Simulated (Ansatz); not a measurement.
## BN: input, output and frames of a trajectory

The calculation used Ansatz, DFT PBE+D3(BJ), scalar-relativistic, plane waves, PAW. Settings: plane waves to 420 eV, k-mesh 2×2×2 (shifted by 0.5, 0.5, 0.5 steps), Fermi–Dirac smearing 0.069 eV. The mesh is coarse. No spin polarisation.

18 atoms, starting at 1.02 times the perfect crystal's volume (space group R3m, the cell as given, not relaxed at this level); Nosé–Hoover thermostat at 800 K, fixed cell; 30 steps of 6 fs. The run is short and not equilibrated. The time step is too long for these atoms, so the motion is inaccurate.

The run converged.

Command:
```bash
ansatz run input.yaml --threads 4 --pin off --max-ram 5120MiB --backend cpu --events-out ev --progress --plain --runs-dir out
```

Input:
```yaml
crystal:
  lattice:
    - [-3.7782227982, -0.7271193165, -3.3952723682]
    - [3.7782227982, -0.7271193165, -3.3952723682]
    - [0.0, -5.8169545323, 3.3952723682]
  atoms:
    - { symbol: B, position: [0.3337717333, 0.6671050667, 0.9998904] }
    - { symbol: B, position: [0.3337717333, 0.3337717333, 0.6665570667] }
    - { symbol: B, position: [0.0004384, 0.0004384, 0.9998904] }
    - { symbol: B, position: [0.3337717333, 0.0004384, 0.3332237333] }
    - { symbol: B, position: [0.0004384, 0.6671050667, 0.6665570667] }
    - { symbol: B, position: [0.6671050667, 0.3337717333, 0.9998904] }
    - { symbol: B, position: [0.0004384, 0.3337717333, 0.3332237333] }
    - { symbol: B, position: [0.6671050667, 0.0004384, 0.6665570667] }
    - { symbol: B, position: [0.6671050667, 0.6671050667, 0.3332237333] }
    - { symbol: "N", position: [0.2229842667, 0.5563176, 0.7775872667] }
    - { symbol: "N", position: [0.2229842667, 0.2229842667, 0.4442539333] }
    - { symbol: "N", position: [0.8896509333, 0.8896509333, 0.7775872667] }
    - { symbol: "N", position: [0.2229842667, 0.8896509333, 0.1109206] }
    - { symbol: "N", position: [0.8896509333, 0.5563176, 0.4442539333] }
    - { symbol: "N", position: [0.5563176, 0.2229842667, 0.7775872667] }
    - { symbol: "N", position: [0.8896509333, 0.2229842667, 0.1109206] }
    - { symbol: "N", position: [0.5563176, 0.8896509333, 0.4442539333] }
    - { symbol: "N", position: [0.5563176, 0.5563176, 0.1109206] }
basis:
  ecutwfc: 420
kpoints:
  mp_grid: { grid: [2, 2, 2], shift: [0.5, 0.5, 0.5] }
hamiltonian:
  xc: pbe
  dispersion: d3bj
scf:
  occupations: { method: fermi_dirac, width: 0.0689 }
  lower_state_search: "off"
  convergence: { dr2_threshold: 1.0e-07 }
output:
  forces: true
  stress: true
md:
  timestep: 6.0
  n_steps: 30
  ensemble: nvt_nose_hoover
  temperature: 800.0
  initial_velocities: maxwell_boltzmann
  seed: 54911
```

Output (its end):
```
...
SCF converged after 9 iterations
Free energy (F): -4882.743416 eV
Harris-Foulkes:  -4882.743416 eV  (|F-HF|=1.03e-9)
Internal energy: -4882.743416 eV  (E = F + TS)
E sigma→0 (E₀):  -4882.743416 eV
Fermi energy:    6.705425 eV
--- Per-component energies (eV) ---
  E_band       = -188.343219
  E_kinetic    = 1638.275113
  E_local      = -3176.996347  (includes V_loc(G=0)·N_el)
  E_nonlocal   = 518.413498
  E_hartree    = 1030.725852
  E_xc         = -826.710012
  E_vxc        = -1025.484922  (∫ρ·V_xc dr)
  E_paw        = -1859.921731  (= ΣΔE_a)
  E_vpaw       = -203.999925  (= ΣTr[D̂ρ^β])
  E_aug_tail   = 0.000902  (compensation charges beyond the density's cutoff)
  E_ewald      = -2204.083037
  E_disp       = -2.447655  (pairwise vdW)
  E_smearing   = -0.000000  (= −TS)
  E_closure    = -0.000000  (closes the sum)
  Σ components = -4882.743416   (vs F -4882.743416, Δ=0.00e0)
--- Forces (eV/Å), atoms counted from 1 ---
  atom   1  B     -3.17512204     1.74194186     0.24031542
  atom   2  B      1.01648941    -3.20263314     0.12998860
  atom   3  B     -0.94482977    -1.18655561     1.19316957
  atom   4  B     -0.88471750    -0.76512010     0.76329835
  atom   5  B     -1.66165086    -1.51661479    -0.04375971
  atom   6  B      2.25292237     2.80987096     0.91411112
  atom   7  B     -0.33468795    -0.74921488    -0.63711705
  atom   8  B      0.47467607     0.90977051    -0.86585110
  atom   9  B      4.32290749     1.56001052    -0.10205286
  atom  10  N      1.45391682     0.18780976    -1.20231906
  atom  11  N      1.74849143     2.20517954    -0.77488990
  atom  12  N      1.03974962    -0.20373961    -0.37152851
  atom  13  N      3.56267924    -0.66858347    -0.55975330
  atom  14  N     -4.34488487    -0.82450208     0.88642109
  atom  15  N     -1.64257606    -0.82942459     0.10412226
  atom  16  N     -1.16351518     0.62249588     0.28421835
  atom  17  N     -0.83823568     0.88015096     0.67252894
  atom  18  N     -0.88161149    -0.97083900    -0.63094831
  max |Σ_I F_I| component: 4.61e-5 eV/Å
--- Stress (GPa, compression-positive) ---
       -6.642185       0.333466       0.487015
        0.333501      -6.416833      -0.419976
        0.487009      -0.419965      -1.463631
  P = ⅓ Tr σ = -4.8409 GPa (-48.409 kbar)
--- MD trajectory: 30 steps, t = 0.0 → 180.0 fs ---
  final state: T = 793.2 K   F+E_penalty+E_count = -4882.74341624 eV   E_kin = 1.742959 eV
  conserved energy: peak-to-peak 1.053e0 eV (5.851e-2 eV/atom) over 180.0 fs
```

Frames along the run (Å, eV/Å; dE is the potential energy from the first frame):

```xyz
18
Lattice="-3.778 -0.727 -3.395 3.778 -0.727 -3.395 0.000 -5.817 3.395" Properties=species:S:1:pos:R:3:forces:R:3 pbc="T T T" time_fs=0.00 dE_eV=0.0000 T_K=800
B     1.259   -6.544   -0.003    0.000   -0.006   -0.009
B     0.000   -4.363   -0.003    0.000   -0.006   -0.009
B     0.000   -5.817    3.392    0.000   -0.005   -0.009
B    -1.259   -2.181   -0.003    0.000   -0.006   -0.009
B     2.519   -4.363   -0.003    0.000   -0.006   -0.009
B    -1.259   -6.544   -0.003    0.000   -0.006   -0.009
B     1.259   -2.181   -0.003    0.000   -0.006   -0.009
B    -2.519   -4.363   -0.003    0.000   -0.006   -0.009
B     0.000   -2.908   -3.399    0.000   -0.005   -0.009
N     1.259   -5.090   -0.006    0.000    0.006    0.009
N     0.000   -2.908   -0.006    0.000    0.006    0.009
N     0.000   -5.817   -3.401    0.000    0.006    0.009
N     2.519   -1.454   -3.401    0.000    0.006    0.009
N    -1.259   -3.636   -3.401    0.000    0.006    0.009
N    -1.259   -5.090   -0.006    0.000    0.006    0.009
N    -2.519   -1.454   -3.401    0.000    0.006    0.009
N     1.259   -3.636   -3.401    0.000    0.006    0.009
N     0.000   -1.454   -3.401    0.000    0.006    0.009
18
Lattice="-3.778 -0.727 -3.395 3.778 -0.727 -3.395 0.000 -5.817 3.395" Properties=species:S:1:pos:R:3:forces:R:3 pbc="T T T" time_fs=18.00 dE_eV=1.3966 T_K=397
B     1.275   -6.622    0.106   -0.607    0.435   -1.078
B     0.033   -4.386    0.107   -0.129   -1.469    0.079
B    -0.041   -5.833    3.321    1.699    0.939    0.163
B    -1.239   -2.187   -0.077    0.817   -3.650    0.343
B     2.540   -4.335    0.075   -1.824   -2.225    0.162
B    -1.305   -6.475   -0.094    1.838    0.404    0.876
B     1.271   -2.137   -0.010    0.278   -1.372    0.015
B    -2.594   -4.350    0.011    3.493    1.761   -0.415
B    -0.028   -2.902   -3.502    0.473    1.824    0.675
N     1.234   -5.193    0.204    2.678    2.513   -0.376
N     0.075   -2.996   -0.004   -1.356    4.356   -0.242
N    -0.002   -5.805   -3.456   -1.774   -1.148    0.353
N     2.572   -1.547   -3.416   -1.801    3.503    0.311
N    -1.236   -3.643   -3.334   -1.336    1.245   -0.529
N    -1.254   -5.027    0.081   -2.080   -0.910   -0.490
N    -2.521   -1.391   -3.508   -1.027   -1.835    0.003
N     1.237   -3.562   -3.477    0.421   -2.552    0.090
N    -0.037   -1.404   -3.487    0.238   -1.819    0.062
18
Lattice="-3.778 -0.727 -3.395 3.778 -0.727 -3.395 0.000 -5.817 3.395" Properties=species:S:1:pos:R:3:forces:R:3 pbc="T T T" time_fs=30.00 dE_eV=1.6048 T_K=362
B     1.295   -6.577    0.041   -0.923    0.418    0.380
B     0.025   -4.376    0.187   -0.545    1.047   -0.622
B    -0.002   -5.738    3.306   -0.482   -3.379    0.261
B    -1.236   -2.288   -0.072   -1.706    3.951   -0.020
B     2.496   -4.418    0.131    2.157    3.328   -0.497
B    -1.270   -6.468   -0.044   -0.848   -2.116   -0.479
B     1.281   -2.233   -0.017   -0.794    2.388   -0.548
B    -2.527   -4.304   -0.054   -1.008   -3.495    0.356
B     0.003   -2.902   -3.464   -0.055   -0.855   -0.305
N     1.306   -5.060    0.307   -3.256   -3.298   -0.830
N    -0.019   -2.914   -0.016    3.101   -2.177    0.625
N    -0.028   -5.786   -3.447    1.274    0.111    0.088
N     2.529   -1.477   -3.409    0.139   -0.311   -0.388
N    -1.235   -3.652   -3.347   -0.727   -0.279    0.077
N    -1.287   -5.007    0.095    1.484   -2.489   -0.112
N    -2.568   -1.448   -3.585    2.333    0.436    0.970
N     1.264   -3.691   -3.520   -0.529    4.458    0.157
N    -0.011   -1.473   -3.536    0.384    2.262    0.887
18
Lattice="-3.778 -0.727 -3.395 3.778 -0.727 -3.395 0.000 -5.817 3.395" Properties=species:S:1:pos:R:3:forces:R:3 pbc="T T T" time_fs=48.00 dE_eV=1.8196 T_K=313
B     1.174   -6.451    0.022    3.552   -1.351    0.447
B    -0.050   -4.364    0.175    0.767    1.137   -0.252
B     0.015   -5.901    3.333    0.477    3.169   -0.012
B    -1.276   -2.113   -0.060   -0.612    0.034   -0.153
B     2.490   -4.335    0.152    2.399   -0.403   -0.873
B    -1.185   -6.606   -0.039   -3.469   -1.336   -0.374
B     1.248   -2.193   -0.082   -0.210    0.820    0.626
B    -2.421   -4.435   -0.071   -4.026    0.920    0.416
B     0.037   -2.876   -3.484   -1.621   -2.760    0.096
N     1.241   -5.032    0.296   -1.214   -0.464   -0.900
N    -0.033   -2.856    0.034   -0.428   -2.074   -0.055
N     0.018   -5.898   -3.412    0.204    3.100    0.330
N     2.517   -1.359   -3.453   -2.856   -2.682    0.008
N    -1.279   -3.590   -3.371    1.512   -1.617   -0.104
N    -1.241   -5.222    0.079    1.127    4.105   -0.116
N    -2.515   -1.474   -3.565    1.574   -0.832    0.290
N     1.244   -3.611   -3.535    2.282   -2.029    0.447
N     0.026   -1.489   -3.479    0.541    2.263    0.179
18
Lattice="-3.778 -0.727 -3.395 3.778 -0.727 -3.395 0.000 -5.817 3.395" Properties=species:S:1:pos:R:3:forces:R:3 pbc="T T T" time_fs=66.00 dE_eV=1.8074 T_K=423
B     1.244   -6.469    0.092    1.661   -3.483   -1.303
B    -0.019   -4.326    0.064    0.349   -0.643    0.040
B    -0.020   -5.793    3.348    1.442   -0.145    0.294
B    -1.324   -2.173   -0.071    2.440    0.103    0.372
B     2.527   -4.323    0.038    0.667   -3.995    0.359
B    -1.226   -6.523   -0.049   -2.203   -1.595    0.379
B     1.221   -2.241    0.011    2.367    1.980   -0.522
B    -2.477   -4.369    0.034   -4.015    0.517   -0.357
B     0.055   -2.977   -3.493   -2.622    1.839    0.752
N     1.304   -5.082    0.106   -2.755    1.953    0.016
N    -0.017   -2.865    0.066   -1.829   -2.647   -0.272
N     0.006   -5.747   -3.328    0.317   -2.889   -0.322
N     2.565   -1.478   -3.498   -3.505    2.026    0.731
N    -1.245   -3.724   -3.430   -0.515    6.349   -0.259
N    -1.327   -5.059   -0.001    5.596   -2.241    0.128
N    -2.555   -1.505   -3.477    2.060    1.798    0.160
N     1.262   -3.688   -3.476    0.659    1.796    0.018
N     0.021   -1.445   -3.390   -0.115   -0.723   -0.216
18
Lattice="-3.778 -0.727 -3.395 3.778 -0.727 -3.395 0.000 -5.817 3.395" Properties=species:S:1:pos:R:3:forces:R:3 pbc="T T T" time_fs=84.00 dE_eV=1.5364 T_K=451
B     1.213   -6.659   -0.066    2.704    2.147    0.388
B     0.049   -4.413   -0.060   -0.304    0.359    0.072
B     0.001   -5.841    3.418   -0.213    0.166    0.099
B    -1.200   -2.224   -0.001   -0.147   -0.056    0.203
B     2.485   -4.383   -0.045    0.736   -0.289    0.098
B    -1.235   -6.494    0.040   -2.326    0.779   -0.328
B     1.252   -2.092    0.036    1.009   -2.102   -0.643
B    -2.552   -4.285    0.033    0.401   -2.215   -0.156
B    -0.078   -2.819   -3.356    1.810   -2.917   -0.582
N     1.247   -5.181   -0.118    1.214    0.457    0.092
N     0.097   -2.979    0.035   -2.317    2.407   -0.135
N    -0.031   -5.904   -3.293    0.399    5.335   -0.619
N     2.569   -1.501   -3.435   -2.193   -0.615   -0.109
N    -1.266   -3.578   -3.500   -0.866   -1.681    0.875
N    -1.223   -5.073   -0.061   -2.060    1.407    0.413
N    -2.511   -1.379   -3.349    0.548   -1.610    0.166
N     1.237   -3.554   -3.393   -0.066   -1.454    0.203
N    -0.066   -1.431   -3.333    1.672   -0.115   -0.036
18
Lattice="-3.778 -0.727 -3.395 3.778 -0.727 -3.395 0.000 -5.817 3.395" Properties=species:S:1:pos:R:3:forces:R:3 pbc="T T T" time_fs=96.00 dE_eV=1.5083 T_K=498
B     1.288   -6.604   -0.137   -0.545    0.698    1.085
B     0.033   -4.377   -0.137   -0.560    0.292    0.277
B    -0.022   -5.800    3.498    0.089    0.041   -0.563
B    -1.238   -2.246    0.078   -0.335   -0.240   -0.424
B     2.530   -4.368   -0.091   -1.689   -0.250   -0.296
B    -1.318   -6.476    0.073    2.172    0.490   -0.319
B     1.311   -2.167   -0.038   -2.155   -0.400    0.884
B    -2.563   -4.347   -0.014    1.255    1.552    0.615
B     0.004   -2.958   -3.328   -0.505    1.833   -0.150
N     1.302   -5.115   -0.259   -0.894   -0.975    0.548
N     0.007   -2.936   -0.006    2.066    0.561   -0.287
N    -0.013   -5.708   -3.342   -0.366   -5.628   -0.017
N     2.543   -1.558   -3.395   -0.204    3.513    0.019
N    -1.280   -3.692   -3.457    1.238    3.078    0.156
N    -1.309   -4.968   -0.054    2.070   -4.506   -0.071
N    -2.520   -1.424   -3.244   -0.553   -0.329   -0.493
N     1.263   -3.661   -3.309   -0.644    1.532   -0.257
N    -0.012   -1.419   -3.307   -0.441   -1.262   -0.708
18
Lattice="-3.778 -0.727 -3.395 3.778 -0.727 -3.395 0.000 -5.817 3.395" Properties=species:S:1:pos:R:3:forces:R:3 pbc="T T T" time_fs=114.00 dE_eV=2.1308 T_K=406
B     1.169   -6.412   -0.067    2.978   -4.032    0.196
B    -0.026   -4.342   -0.205   -0.875   -0.094    0.273
B     0.016   -5.905    3.501    0.071    3.763   -0.556
B    -1.269   -2.074    0.090   -0.625   -3.084   -0.285
B     2.526   -4.328   -0.171    0.271   -0.900    0.382
B    -1.180   -6.644    0.075   -4.320    1.922   -0.104
B     1.219   -2.163    0.044    1.706   -1.450   -0.190
B    -2.449   -4.447    0.043   -2.621    1.402   -0.096
B     0.031   -2.889   -3.306   -0.488   -0.954    0.053
N     1.186   -5.073   -0.367    2.512    2.506    0.788
N    -0.016   -2.887   -0.109   -0.987    0.223    0.519
N    -0.019   -5.887   -3.451    1.357    1.820    0.227
N     2.546   -1.399   -3.298   -3.754    0.137   -0.174
N    -1.222   -3.591   -3.386   -2.014   -1.407   -0.417
N    -1.219   -5.200   -0.058   -0.413    2.289    0.218
N    -2.537   -1.486   -3.179    2.384    0.022   -0.287
N     1.237   -3.597   -3.227    2.901   -2.281   -0.691
N     0.015   -1.465   -3.376    1.918    0.119    0.143
18
Lattice="-3.778 -0.727 -3.395 3.778 -0.727 -3.395 0.000 -5.817 3.395" Properties=species:S:1:pos:R:3:forces:R:3 pbc="T T T" time_fs=132.00 dE_eV=2.4198 T_K=453
B     1.242   -6.450   -0.054    1.705   -2.594    0.473
B    -0.054   -4.343   -0.195    0.812    0.756    0.687
B    -0.023   -5.742    3.424    1.852   -3.237    0.902
B    -1.313   -2.190    0.041    1.186    2.210    0.659
B     2.505   -4.381   -0.164    4.562    1.826    0.674
B    -1.198   -6.540    0.007   -3.314   -2.332    0.762
B     1.197   -2.270    0.098    3.198    3.022   -0.567
B    -2.481   -4.350    0.072   -2.825   -2.819   -1.103
B     0.036   -2.931   -3.289   -0.731   -1.473   -0.595
N     1.320   -5.011   -0.261   -6.110   -2.753    0.087
N    -0.048   -2.843   -0.120   -0.886   -3.833   -0.086
N     0.047   -5.799   -3.534   -1.507    0.485    0.416
N     2.528   -1.401   -3.210   -2.385   -0.286   -1.419
N    -1.226   -3.696   -3.369   -1.376    1.893    0.373
N    -1.328   -5.089   -0.024    5.300   -1.317   -0.514
N    -2.548   -1.519   -3.196    1.444    2.097   -0.966
N     1.293   -3.734   -3.271   -1.208    5.741    0.117
N     0.030   -1.499   -3.416    0.284    2.613    0.101
18
Lattice="-3.778 -0.727 -3.395 3.778 -0.727 -3.395 0.000 -5.817 3.395" Properties=species:S:1:pos:R:3:forces:R:3 pbc="T T T" time_fs=150.00 dE_eV=2.2734 T_K=522
B     1.270   -6.670   -0.020   -0.566    2.114    0.173
B     0.028   -4.429   -0.034    0.997    1.947   -0.106
B    -0.020   -5.835    3.461    1.597   -0.158   -0.880
B    -1.219   -2.233    0.086    0.251    2.037   -0.759
B     2.409   -4.392   -0.051    5.053    1.217    0.189
B    -1.241   -6.456    0.016   -2.501   -4.035   -0.081
B     1.291   -2.154   -0.036   -2.092    2.548    0.770
B    -2.469   -4.296   -0.096   -2.687   -1.642    0.801
B    -0.055   -2.797   -3.380   -0.019   -5.408    0.488
N     1.297   -5.193   -0.064   -3.436    0.268    0.068
N     0.070   -2.876   -0.043   -2.333   -3.314    0.208
N     0.005   -5.901   -3.517   -0.521    5.252    0.380
N     2.532   -1.470   -3.326   -0.368   -2.218    0.327
N    -1.335   -3.572   -3.321    4.312   -3.708   -0.810
N    -1.244   -5.102   -0.028    0.245    4.277   -0.230
N    -2.501   -1.413   -3.350   -0.091   -0.257   -0.048
N     1.257   -3.557   -3.353   -0.663   -1.988   -0.393
N    -0.077   -1.456   -3.403    2.819    3.068   -0.096
18
Lattice="-3.778 -0.727 -3.395 3.778 -0.727 -3.395 0.000 -5.817 3.395" Properties=species:S:1:pos:R:3:forces:R:3 pbc="T T T" time_fs=162.00 dE_eV=1.8201 T_K=708
B     1.238   -6.607    0.050    1.486   -0.204   -0.388
B     0.063   -4.386    0.074   -1.322   -1.077   -0.628
B     0.010   -5.821    3.368   -1.754    0.716   -0.195
B    -1.194   -2.205    0.021   -1.517   -2.838   -0.335
B     2.577   -4.382    0.049   -5.223    0.757   -0.071
B    -1.312   -6.498    0.005    4.087    2.569   -0.462
B     1.238   -2.085   -0.041    0.931   -3.684    0.804
B    -2.578   -4.341   -0.118    3.189    1.395    0.849
B    -0.070   -2.938   -3.397    3.078    2.088   -0.178
N     1.248   -5.206    0.080    2.446    3.586    0.248
N     0.053   -2.971    0.052    0.256    3.604   -0.258
N    -0.021   -5.757   -3.446    1.610   -4.270   -0.135
N     2.510   -1.556   -3.407    1.815    4.223    0.293
N    -1.286   -3.646   -3.373   -0.728    0.653   -0.235
N    -1.266   -5.002   -0.047   -0.548   -2.573    0.251
N    -2.487   -1.382   -3.470   -3.008   -1.659    0.112
N     1.280   -3.629   -3.449   -1.819    0.425    0.084
N    -0.008   -1.389   -3.395   -2.980   -3.711    0.244
18
Lattice="-3.778 -0.727 -3.395 3.778 -0.727 -3.395 0.000 -5.817 3.395" Properties=species:S:1:pos:R:3:forces:R:3 pbc="T T T" time_fs=180.00 dE_eV=1.4232 T_K=793
B     1.304   -6.526    0.099   -3.175    1.742    0.240
B    -0.045   -4.294    0.144    1.016   -3.203    0.130
B     0.007   -5.788    3.230   -0.945   -1.187    1.193
B    -1.271   -2.152   -0.117   -0.885   -0.765    0.763
B     2.550   -4.316    0.130   -1.662   -1.517   -0.044
B    -1.277   -6.638   -0.110    2.253    2.810    0.914
B     1.262   -2.192    0.029   -0.335   -0.749   -0.637
B    -2.505   -4.412   -0.007    0.475    0.910   -0.866
B    -0.027   -2.926   -3.475    4.323    1.560   -0.102
N     1.234   -5.044    0.310    1.454    0.188   -1.202
N    -0.054   -2.898    0.145    1.748    2.205   -0.775
N    -0.015   -5.821   -3.342    1.040   -0.204   -0.372
N     2.469   -1.422   -3.492    3.563   -0.669   -0.560
N    -1.195   -3.622   -3.460   -4.345   -0.825    0.886
N    -1.227   -5.114   -0.035   -1.643   -0.829    0.104
N    -2.518   -1.501   -3.598   -1.164    0.622    0.284
N     1.279   -3.677   -3.574   -0.838    0.880    0.673
N     0.028   -1.455   -3.343   -0.882   -0.971   -0.631
```